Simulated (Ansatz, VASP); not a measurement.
# Two plane-wave programs on Ag

File INCAR:

```
SYSTEM = Ag
ALGO = Fast ; EDIFF = 1E-6
ENCUT = 520 ; GGA = PS
ISIF = 2 ; ISMEAR = 0
LASPH = .TRUE. ; LCHARG = .FALSE.
LREAL = .FALSE. ; LWAVE = .FALSE.
NBANDS = 18 ; NELM = 100
PREC = Accurate ; SIGMA = 0.1
```

Contents of KPOINTS:

```
k-points
0
G
  14 14 8
  0 0 0
```

The input POSCAR:

```
Ag
1.0
    2.9486789559     -0.0191151419     -0.0282775300
   -0.0327152015      2.9181415885     -0.0107481858
   -1.2331274363     -1.2378185041      5.0814651347
Ag
2
Direct
    0.3619400854      0.3318950546      0.7245030677
    0.6380599146      0.6681049454      0.2754969323
```

Input for Ansatz:

```yaml
crystal:
  lattice:
    - [2.9486789559, -0.0191151419, -0.02827753]
    - [-0.0327152015, 2.9181415885, -0.0107481858]
    - [-1.2331274363, -1.2378185041, 5.0814651347]
  atoms:
    - { symbol: Ag, position: [0.3619400854, 0.3318950546, 0.7245030677] }
    - { symbol: Ag, position: [0.6380599146, 0.6681049454, 0.2754969323] }
basis:
  ecutwfc: 420
kpoints:
  mp_grid: { grid: [14, 14, 8] }
hamiltonian:
  xc: pbesol
scf:
  occupations: { method: gaussian, width: 0.1 }
output:
  forces: true
  stress: true
  eigenvalues: true
```

Alike in both runs: task single point; functional PBEsol; k mesh 14 × 14 × 8; occupations gaussian, width 0.1 eV; no spin polarisation.

```csv
,VASP,Ansatz
version,VASP 6.6.1,Ansatz 0.2.0
potentials or method,"VASP PAW PBE potentials, release 64 (Ag)","scalar-relativistic, plane waves, PAW"
plane-wave cutoff (eV),520,420
valence electrons in the cell,22,38
```

Ansatz gave:

```
gap on the k mesh at the Fermi level (eV)       : none
pressure (GPa)                                  : -10.8
largest component of the traceless stress (GPa) : 0.62
rms of the force components (eV/Å)              : 0.200
```

What did VASP give for the same quantities?

gap on the k mesh at the Fermi level (eV): none; pressure (GPa): -10.9; largest component of the traceless stress (GPa): 0.61; rms of the force components (eV/Å): 0.199.

Atom by atom the forces differ by 0.000 eV/Å (rms over components). A gap of «none» marks a metal or a gap that the smearing closes. The two sets of potentials don't hold the same shells in valence.

Caveats: the PAW data sets were made with another functional, which shifts forces and pressure a little (VASP).
